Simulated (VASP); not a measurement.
# CuI (Marshite): cell size against the level of theory

Aim: relax CuI (Marshite) at several levels and hold each cell against experiment. The levels: PBE, LDA, r2SCAN and PBE + D3(BJ). The start is a cell from a database of measured crystal structures.

Main program and level: VASP 6.6.1; PBE; plane waves and PAW (Cu, I), in the first sound run; inputs show where later runs differ.

**Measured values to reproduce.**

For CuI, zinc blende (gamma) (solution-grown single crystal, (111) facets), “Determination of acoustic phonon anharmonicities via second-order Raman scattering in CuI” (2023, arxiv:2305.18931) gives, by X-ray diffraction: lattice constant a (cubic lattice constant) 6.053 ± 0.003 Å [measurement temperature not stated, presumably room temperature].

The database entry behind the starting cell differs from later determinations by our own check (about 0.15 % long (mineral sample)), so it need not match the best structure at ambient conditions.

### Step 1. Starting point

Before any relaxation, the start is as follows. Symmetry: F-43m, No. 216, cubic system. The conventional cell has a = 6.063 Å, b = 6.063 Å, c = 6.063 Å, α = 90.00°, β = 90.00°, γ = 90.00°. Nearest to Cu lie 4 I at 2.63 Å. Nearest to I lie 4 Cu at 2.63 Å. Farther neighbours and most contacts between anions are not listed.

Coordinates:

```xyz
2
Lattice="0.0000 3.0315 3.0315 3.0315 0.0000 3.0315 3.0315 3.0315 0.0000" Properties=species:S:1:pos:R:3 pbc="T T T"
Cu    1.5157    1.5157    1.5157
I     0.0000    0.0000    0.0000
```

### Step 2. Relaxation with PBE

The start need not lie at this functional's minimum. ISIF = 3 frees volume, shape and positions, and EDIFFG sets the threshold on forces and stress at which the search stops. PBE, the usual starting point, adds the gradient of the density.

INCAR reads:

```
SYSTEM = CuI
PREC = Accurate
ENCUT = 520
EDIFF = 1E-06
NELM = 100
ISMEAR = -1
SIGMA = 0.05
LREAL = .FALSE.
ALGO = Normal
GGA = PE
NBANDS = 15
LASPH = .TRUE.
LORBIT = 11
LWAVE = .FALSE.
LCHARG = .FALSE.
KPAR = 2
IBRION = 2
NSW = 60
ISIF = 3
EDIFFG = -0.01
```

POSCAR reads:

```
CuI
1.0
    0.0000000000      3.0315000000      3.0315000000
    3.0315000000      0.0000000000      3.0315000000
    3.0315000000      3.0315000000      0.0000000000
Cu I
1 1
Direct
    0.2500000000      0.2500000000      0.2500000000
    0.0000000000      0.0000000000      0.0000000000
```

KPOINTS reads:

```
Automatic mesh
0
Gamma
6 6 6
0 0 0
```

The projector-augmented-wave data sets are Cu and I (PBE family, release 64).

Launch:

```
$ mpirun -np 2 vasp_std
```

Output:

```text
[banner, memory and clock lines left out]
running    2 mpi-ranks, on    1 nodes
 distrk:  each k-point on    1 cores,    2 groups
 distr:  one band on    1 cores,    1 groups

 POSCAR found type information on POSCAR CuI
 POSCAR found :  2 types and       2 ions
 LDA part: xc-table for (Slater+PW92), standard interpolation
 POSCAR, INCAR and KPOINTS ok, starting setup
 FFT: planning ... GRIDC
 FFT: planning ... GRID_SOFT
 FFT: planning ... GRID
 WAVECAR not read
 entering main loop
       N       E                     dE             d eps       ncg     rms          rms(c)
DAV:   1     0.959582013580E+02    0.95958E+02   -0.76476E+03   480   0.126E+03
DAV:   2     0.613958761593E+00   -0.95344E+02   -0.88022E+02   487   0.238E+02
DAV:   3    -0.559618868447E+01   -0.62101E+01   -0.61149E+01   634   0.657E+01
DAV:   4    -0.576667027179E+01   -0.17048E+00   -0.17041E+00   550   0.103E+01
DAV:   5    -0.577606533673E+01   -0.93951E-02   -0.93948E-02   725   0.274E+00    0.527E+00
DAV:   6    -0.570015121539E+01    0.75914E-01   -0.27779E+00   508   0.463E+01    0.338E+00
DAV:   7    -0.556031087766E+01    0.13984E+00   -0.66373E-01   543   0.277E+01    0.167E+00
DAV:   8    -0.556181975462E+01   -0.15089E-02   -0.36203E-02   752   0.272E+00    0.439E-01
DAV:   9    -0.555955472144E+01    0.22650E-02   -0.90197E-03   599   0.288E+00    0.138E-01
DAV:  10    -0.555975109488E+01   -0.19637E-03   -0.63758E-04   599   0.166E-01    0.382E-02
DAV:  11    -0.555975269921E+01   -0.16043E-05   -0.17323E-04   641   0.390E-01    0.321E-02
DAV:  12    -0.555975145181E+01    0.12474E-05   -0.11721E-05   741   0.592E-02    0.231E-02
DAV:  13    -0.555974999193E+01    0.14599E-05   -0.79053E-06   629   0.891E-02    0.525E-03
DAV:  14    -0.555975075807E+01   -0.76614E-06   -0.20600E-06   512   0.172E-02
   1 F= -.55597508E+01 E0= -.55597506E+01  d E =-.555975E+01
 curvature:   0.00 expect dE= 0.000E+00 dE for cont linesearch  0.000E+00
 trial: gam= 0.00000 g(F)=  0.111E-45 g(S)=  0.891E-03 ort = 0.000E+00 (trialstep = 0.100E+01)
 search vector abs. value=  0.891E-03
 bond charge predicted
       N       E                     dE             d eps       ncg     rms          rms(c)
DAV:   1    -0.557792844137E+01   -0.18178E-01   -0.26932E-01   480   0.120E+01    0.102E+00
DAV:   2    -0.556688633981E+01    0.11042E-01   -0.14428E-01   480   0.119E+01    0.407E-01
DAV:   3    -0.556096866320E+01    0.59177E-02   -0.27935E-02   480   0.534E+00    0.187E-01
DAV:   4    -0.556037575223E+01    0.59291E-03   -0.19489E-03   657   0.503E-01    0.631E-02
DAV:   5    -0.556035320428E+01    0.22548E-04   -0.44960E-05   695   0.106E-01    0.536E-02
DAV:   6    -0.556033296625E+01    0.20238E-04   -0.16803E-05   734   0.861E-02    0.811E-03
DAV:   7    -0.556033309291E+01   -0.12666E-06   -0.36113E-06   634   0.329E-02
   2 F= -.55603331E+01 E0= -.55603330E+01  d E =-.582335E-03
 trial-energy change:   -0.000582  1 .order   -0.000524   -0.000891   -0.000156
 step:   1.1379(harm=  1.2130)  dis= 0.00000  next Energy=    -5.560344 (dE=-0.593E-03)
 reached required accuracy - stopping structural energy minimisation
```

It took 16 s on 2 MPI ranks of AMD EPYC 7R43, shared host; peak memory 0.31 GiB.

Lines that name or quote the potential files are left out of all logs, and their timing lines are given in words.

Parts of OUTCAR (step 2):

```text
ion  position               nearest neighbor table
   1  0.250  0.250  0.250-   2 2.63   2 2.63   2 2.63   2 2.63
   2  0.000  0.000  0.000-   1 2.63   1 2.63   1 2.63   1 2.63

  LATTYP: Found a face centered cubic cell.
 ALAT       =     6.0630000000

 Subroutine GETGRP returns: Found 24 space group operations
 (whereof 24 operations were pure point group operations)

The static configuration has the point symmetry T_d .

 Found     16 irreducible k-points:

   k-points           NKPTS =     16   k-points in BZ     NKDIM =     16   number of bands    NBANDS=     15

   dimension x,y,z NGX =    32 NGY =   32 NGZ =   32
   dimension x,y,z NGXF=    64 NGYF=   64 NGZF=   64

   ENCUT  =  520.0 eV  38.22 Ry    6.18 a.u.   7.97  7.97  7.97*2*pi/ulx,y,z

   NELECT =      18.0000    total number of electrons

 k-points in reciprocal lattice and weights: Automatic mesh
   0.00000000  0.00000000  0.00000000       0.005
   0.16666667  0.00000000  0.00000000       0.037
   0.33333333  0.00000000  0.00000000       0.037
   0.50000000  0.00000000  0.00000000       0.019
   0.16666667  0.16666667  0.00000000       0.028
   0.33333333  0.16666667  0.00000000       0.111
   0.50000000  0.16666667  0.00000000       0.111
  -0.33333333  0.16666667  0.00000000       0.111
  -0.16666667  0.16666667  0.00000000       0.056
[...]
-0.33333333  0.33333333  0.16666667       0.111
  -0.33333333  0.50000000  0.16666667       0.056

 average (electrostatic) potential at core
       1 -65.9292       2 -92.3821

 E-fermi :   4.9372

 k-point     1 :       0.0000    0.0000    0.0000
  band No.  band energies     occupation
    ...
      5       2.5273      2.00000
      6       2.5273      2.00000
      7       4.3457      1.99999
      8       4.3457      1.99999
      9       4.3457      1.99999
     10       5.4675      0.00005
     11       9.2250      0.00000
     12       9.2250      0.00000
     13       9.2250      0.00000
     14      12.5125      0.00000
    ...

 k-point     2 :       0.1667    0.0000    0.0000
  band No.  band energies     occupation
    ...
      5       2.5187      2.00000
      6       2.5187      2.00000
      7       3.4924      2.00000
      8       4.1564      2.00000
      9       4.1565      2.00000
     10       6.3948      0.00000
     11       9.2174      0.00000
     12       9.5668      0.00000
     13       9.5668      0.00000
     14      13.0807      0.00000
    ...

 k-point     3 :       0.3333    0.0000    0.0000
  band No.  band energies     occupation
    ...
      5       2.5293      2.00000
      6       2.5293      2.00000
      7       2.8172      2.00000
      8       3.8163      2.00000
      9       3.8163      2.00000
     10       6.5848      0.00000
     11       9.8219      0.00000
     12       9.8219      0.00000
     13      10.7397      0.00000
     14      13.0011      0.00000
    ...

  Total        0.0194817      0.0194817      0.0194817     -0.0000000     -0.0000000      0.0000000
  in kB        0.5557156      0.5557156      0.5557156     -0.0000000     -0.0000000      0.0000000
  external PRESSURE =       0.5557156 kB  Pullay stress =       0.0000000 kB

  energy-cutoff  :      520.00
  volume of cell :       56.17
      direct lattice vectors                 reciprocal lattice vectors
    -0.000000000  3.039614164  3.039614164    -0.164494562  0.164494562  0.164494562
     3.039614164  0.000000000  3.039614164     0.164494562 -0.164494562  0.164494562
     3.039614164  3.039614164  0.000000000     0.164494562  0.164494562 -0.164494562

 POSITION                                       TOTAL-FORCE (eV/Angst)
 -----------------------------------------------------------------------------------
      1.51981      1.51981      1.51981        -0.000000     -0.000000     -0.000000
      3.03961      6.07923      3.03961         0.000000      0.000000      0.000000
 -----------------------------------------------------------------------------------
    total drift:                                0.000001      0.000001      0.000001

  FREE ENERGIE OF THE ION-ELECTRON SYSTEM (eV)
  ---------------------------------------------------
  free  energy   TOTEN  =        -5.5603330929 eV

  energy  without entropy=       -5.5603328076  energy(sigma->0) =       -5.56033295

 reached required accuracy - stopping structural energy minimisation

 total charge
# of ion       s       p       d       tot
------------------------------------------
    1        0.324   0.256   9.335   9.915
    2        1.493   2.760   0.052   4.305
--------------------------------------------------
tot          1.816   3.016   9.387  14.219

[... 3 further parts left out ...]
```

CONTCAR:

```
CuI
   1.00000000000000
    -0.0000000000000000    3.0396141636690306    3.0396141636690306
     3.0396141636690306    0.0000000000000000    3.0396141636690306
     3.0396141636690306    3.0396141636690306    0.0000000000000000
  Cu              I
     1     1
Direct
     0.2500000000000000    0.2500000000000000    0.2500000000000000
     1.0000000000000000    0.0000000000000000    1.0000000000000000
```

The gap is read on the k-mesh alone, so it is an upper bound where the band edges lie off the mesh. The run keeps the 24 symmetry operations of its start, so it cannot find a distortion of lower symmetry.

Step by step:

```csv
step,energy less that of the first step (eV),largest force (eV/Å),pressure (GPa),volume (Å³)
1,0.0000,0.0000,0.32,55.72
2,-0.0006,0.0000,0.06,56.17
```

```csv
"conventional cell, symmetrised",before,after,change
a (Å),6.063,6.079,+0.3 %
b (Å),6.063,6.079,+0.3 %
c (Å),6.063,6.079,+0.3 %
volume (Å³/atom),27.86,28.08,+0.8 %
```

The relaxed structure:

```xyz
2
Lattice="0.0000 3.0396 3.0396 3.0396 0.0000 3.0396 3.0396 3.0396 0.0000" Properties=species:S:1:pos:R:3 pbc="T T T"
Cu    1.5198    1.5198    1.5198
I     0.0000    0.0000    0.0000
```

Numbers from this step:

| Property | Result |
| --- | --- |
| electrons | 18 |
| bands | 15 |
| irreducible k-points | 16 |
| symmetry operations | 24 |
| free energy (TOTEN) | -5.560 eV |
| Fermi energy | 4.937 eV |
| pressure | 0.05557 GPa |
| metallic | no |
| valence top at k | 0, 0, 0 |
| conduction bottom at k | 0, 0, 0 |
| least direct gap at k | 0, 0, 0 |
| SCF cycles over all ionic steps | 21 |
| gap on the k-mesh | 1.122 eV |
| least direct gap on the k-mesh | 1.122 eV |

It ends with forces that vanish by symmetry and a pressure of 0.06 GPa. The volume lies +0.8 % from that of the database's start. The conventional cell has a = 6.079 Å.

### Step 3. Relaxation with LDA

This step: LDA; plane waves and PAW (Cu, I) (VASP 6.6.1).

LDA, the lowest rung, knows the local density alone.

INCAR: that of step 2 with these lines changed.

```diff
@@ -9,3 +9,3 @@
 ALGO = Normal
-GGA = PE
+GGA = CA
 NBANDS = 15
```

POSCAR is that of step 2.

KPOINTS is that of step 2.

Launch:

```
$ mpirun -np 2 vasp_std
```

Output:

```text
[banner, memory and clock lines left out]
running    2 mpi-ranks, on    1 nodes
 distrk:  each k-point on    1 cores,    2 groups
 distr:  one band on    1 cores,    1 groups

 POSCAR found type information on POSCAR CuI
 POSCAR found :  2 types and       2 ions
|                                                                             |
|               ----> ADVICE to this user running VASP <----                  |
|                                                                             |
|     You enforced a specific xc type in the INCAR file but a different       |
|     [... a line on the potential file left out ...]
|     I HOPE YOU KNOW WHAT YOU ARE DOING!                                     |
|                                                                             |

 LDA part: xc-table for (Slater(with rela. corr.)+CA(PZ))
 , standard interpolation
 POSCAR, INCAR and KPOINTS ok, starting setup
 FFT: planning ... GRIDC
 FFT: planning ... GRID_SOFT
 FFT: planning ... GRID
 WAVECAR not read
 entering main loop
       N       E                     dE             d eps       ncg     rms          rms(c)
DAV:   1     0.942444965836E+02    0.94244E+02   -0.76283E+03   480   0.126E+03
DAV:   2    -0.855955183862E+00   -0.95100E+02   -0.87749E+02   487   0.238E+02
DAV:   3    -0.710763347581E+01   -0.62517E+01   -0.61482E+01   634   0.663E+01
DAV:   4    -0.728072478673E+01   -0.17309E+00   -0.17301E+00   550   0.104E+01
DAV:   5    -0.729001744553E+01   -0.92927E-02   -0.92924E-02   724   0.273E+00    0.595E+00
DAV:   6    -0.719052858316E+01    0.99489E-01   -0.46680E+00   494   0.591E+01    0.379E+00
DAV:   7    -0.694948682377E+01    0.24104E+00   -0.10252E+00   557   0.360E+01    0.148E+00
DAV:   8    -0.695008872728E+01   -0.60190E-03   -0.75481E-02   722   0.533E+00    0.625E-01
DAV:   9    -0.694571491323E+01    0.43738E-02   -0.14796E-02   642   0.337E+00    0.299E-01
DAV:  10    -0.694575651867E+01   -0.41605E-04   -0.53648E-04   606   0.168E-01    0.271E-01
DAV:  11    -0.694554938830E+01    0.20713E-03   -0.18626E-04   636   0.453E-01    0.131E-01
DAV:  12    -0.694544944268E+01    0.99946E-04   -0.37721E-04   682   0.587E-01    0.462E-02
DAV:  13    -0.694545560232E+01   -0.61596E-05   -0.72613E-05   515   0.540E-02    0.450E-02
DAV:  14    -0.694545709307E+01   -0.14907E-05   -0.70997E-06   635   0.740E-02    0.132E-02
DAV:  15    -0.694545625563E+01    0.83744E-06   -0.43054E-07   317   0.211E-02
   1 F= -.69454563E+01 E0= -.69454558E+01  d E =-.694546E+01
 curvature:   0.00 expect dE= 0.000E+00 dE for cont linesearch  0.000E+00
 trial: gam= 0.00000 g(F)=  0.424E-45 g(S)=  0.134E+00 ort = 0.000E+00 (trialstep = 0.100E+01)
 search vector abs. value=  0.134E+00
 bond charge predicted
       N       E                     dE             d eps       ncg     rms          rms(c)
DAV:   1    -0.104930585905E+02   -0.35476E+01   -0.40543E+01   480   0.143E+02    0.179E+01
DAV:   2    -0.110576825456E+02   -0.56462E+00   -0.55589E+01   480   0.209E+02    0.103E+01
DAV:   3    -0.717631192249E+01    0.38814E+01   -0.11535E+01   585   0.102E+02    0.286E+00
DAV:   4    -0.706096606915E+01    0.11535E+00   -0.21492E+00   672   0.439E+01    0.225E+00
DAV:   5    -0.702555583263E+01    0.35410E-01   -0.62324E-01   606   0.206E+01    0.130E+00
DAV:   6    -0.702178628747E+01    0.37695E-02   -0.17434E-02   747   0.237E+00    0.104E+00
DAV:   7    -0.701882339242E+01    0.29629E-02   -0.43820E-02   592   0.627E+00    0.338E-01
DAV:   8    -0.701687440407E+01    0.19490E-02   -0.70189E-03   592   0.290E+00    0.874E-02
DAV:   9    -0.701690285267E+01   -0.28449E-04   -0.32634E-04   543   0.123E-01    0.542E-02
DAV:  10    -0.701691124348E+01   -0.83908E-05   -0.11251E-05   762   0.599E-02    0.487E-02
DAV:  11    -0.701689324356E+01    0.18000E-04   -0.64027E-05   578   0.290E-01    0.121E-02
DAV:  12    -0.701689337393E+01   -0.13037E-06   -0.10659E-05   702   0.589E-02    0.496E-03
DAV:  13    -0.701689335897E+01    0.14956E-07   -0.12943E-07   268   0.478E-03
   2 F= -.70168934E+01 E0= -.70168933E+01  d E =-.714371E-01
 trial-energy change:   -0.071437  1 .order   -0.062019   -0.134452    0.010414
 step:   0.9475(harm=  0.9281)  dis= 0.00000  next Energy=    -7.017165 (dE=-0.717E-01)
 bond charge predicted
       N       E                     dE             d eps       ncg     rms          rms(c)
DAV:   1    -0.702516828413E+01   -0.82749E-02   -0.11751E-01   480   0.834E+00    0.690E-01
DAV:   2    -0.702043822806E+01    0.47301E-02   -0.64998E-02   480   0.848E+00    0.293E-01
DAV:   3    -0.701750569588E+01    0.29325E-02   -0.13211E-02   480   0.396E+00    0.126E-01
DAV:   4    -0.701722815014E+01    0.27755E-03   -0.84966E-04   657   0.339E-01    0.436E-02
DAV:   5    -0.701721636879E+01    0.11781E-04   -0.20611E-05   709   0.848E-02    0.378E-02
DAV:   6    -0.701720614687E+01    0.10222E-04   -0.70468E-06   741   0.582E-02    0.694E-03
DAV:   7    -0.701720586711E+01    0.27976E-06   -0.11292E-06   307   0.309E-02
   3 F= -.70172059E+01 E0= -.70172058E+01  d E =-.717496E-01
 curvature:  -0.43 expect dE=-0.482E-05 dE for cont linesearch -0.482E-05
 trial: gam= 0.00000 g(F)=  0.888E-48 g(S)=  0.112E-04 ort =-0.123E-02 (trialstep = 0.990E+00)
 search vector abs. value=  0.112E-04
 reached required accuracy - stopping structural energy minimisation
```

The job ended after 20 s (2 MPI ranks; peak memory 0.28 GiB; 38 s of CPU time).

OUTCAR, selected parts (step 3):

```text
The static configuration has the point symmetry T_d .

 Found     16 irreducible k-points:

   NELECT =      18.0000    total number of electrons

 E-fermi :   5.8266

 k-point     1 :       0.0000    0.0000    0.0000
  band No.  band energies     occupation
    ...
      5       2.8167      2.00000
      6       2.8167      2.00000
      7       5.1693      2.00000
      8       5.1693      2.00000
      9       5.1693      2.00000
     10       6.4269      0.00001
     11       9.9063      0.00000
     12       9.9063      0.00000
     13       9.9063      0.00000
     14      13.2773      0.00000
    ...

 k-point     2 :       0.1667    0.0000    0.0000
  band No.  band energies     occupation
    ...
      5       2.8052      2.00000
      6       2.8052      2.00000
      7       4.0714      2.00000
      8       4.9213      2.00000
      9       4.9213      2.00000
     10       7.3812      0.00000
     11      10.0157      0.00000
     12      10.3019      0.00000
     13      10.3019      0.00000
     14      13.9778      0.00000
    ...

  Total        0.0124367      0.0124367      0.0124367      0.0000000     -0.0000000      0.0000000
  in kB        0.3932298      0.3932298      0.3932298      0.0000000     -0.0000000      0.0000000
  external PRESSURE =       0.3932298 kB  Pullay stress =       0.0000000 kB

  energy-cutoff  :      520.00
  volume of cell :       50.67
      direct lattice vectors                 reciprocal lattice vectors
     0.000000000  2.937058064  2.937058064    -0.170238378  0.170238378  0.170238378
     2.937058064  0.000000000  2.937058064     0.170238378 -0.170238378  0.170238378
     2.937058064  2.937058064  0.000000000     0.170238378  0.170238378 -0.170238378

 POSITION                                       TOTAL-FORCE (eV/Angst)
 -----------------------------------------------------------------------------------
      1.46853      1.46853      1.46853         0.000000      0.000000      0.000000
      0.00000      0.00000      0.00000        -0.000000     -0.000000     -0.000000
 -----------------------------------------------------------------------------------
    total drift:                               -0.000000     -0.000000      0.000000

  FREE ENERGIE OF THE ION-ELECTRON SYSTEM (eV)
  ---------------------------------------------------
  free  energy   TOTEN  =        -7.0172058671 eV

  energy  without entropy=       -7.0172057899  energy(sigma->0) =       -7.01720583

 total charge
# of ion       s       p       d       tot
------------------------------------------
    1        0.372   0.331   9.331  10.034
    2        1.492   2.760   0.068   4.320
--------------------------------------------------
tot          1.864   3.091   9.399  14.354

[... 8 parts as in an earlier step ...]

[... 5 further parts left out ...]
```

The PAW data sets were made with PBE, though LDA sets exist; this is a small mismatch. After so large a change of volume the plane waves of the start cell no longer fit, so the final stress carries a basis-set error.

The steps of the relaxation:

```csv
step,energy less that of the first step (eV),largest force (eV/Å),pressure (GPa),volume (Å³)
1,0.0000,0.0000,-3.92,55.72
2,-0.0714,0.0000,0.34,50.40
3,-0.0717,0.0000,0.04,50.67
```

```csv
"conventional cell, symmetrised",before,after,change
a (Å),6.063,5.874,-3.1 %
b (Å),6.063,5.874,-3.1 %
c (Å),6.063,5.874,-3.1 %
volume (Å³/atom),27.86,25.34,-9.1 %
```

Final coordinates:

```xyz
2
Lattice="0.0000 2.9371 2.9371 2.9371 0.0000 2.9371 2.9371 2.9371 0.0000" Properties=species:S:1:pos:R:3 pbc="T T T"
Cu    1.4685    1.4685    1.4685
I     0.0000    0.0000    0.0000
```

This step gave:

```yaml
free_energy_toten: -7.017 eV
fermi_energy: 5.827 eV
pressure: 0.03932 GPa
scf_cycles_over_all_ionic_steps: 35
gap_on_the_k_mesh: 1.258 eV
least_direct_gap_on_the_k_mesh: 1.258 eV
```

It ends at 25.34 Å³/atom, -9.1 % from the start, with 0.04 GPa left. The conventional cell has a = 5.874 Å.

[end of part 1 of 2]

[Lines on the potential files, build, host, timing and source positions are cut from VASP's logs without a mark.]

[Logs are printed without paths, hosts, clocks, repeated set-up lines and the standing remarks that a program may print on its own settings, such as how far it seeks lower states.]

[Hosts, paths, dates, database ids (printed as entryN), source tags and the programs' standing remarks are cut or masked in the printed files.]

[A measured line is paired with the nearest computed mode of its activity, which favours agreement.]
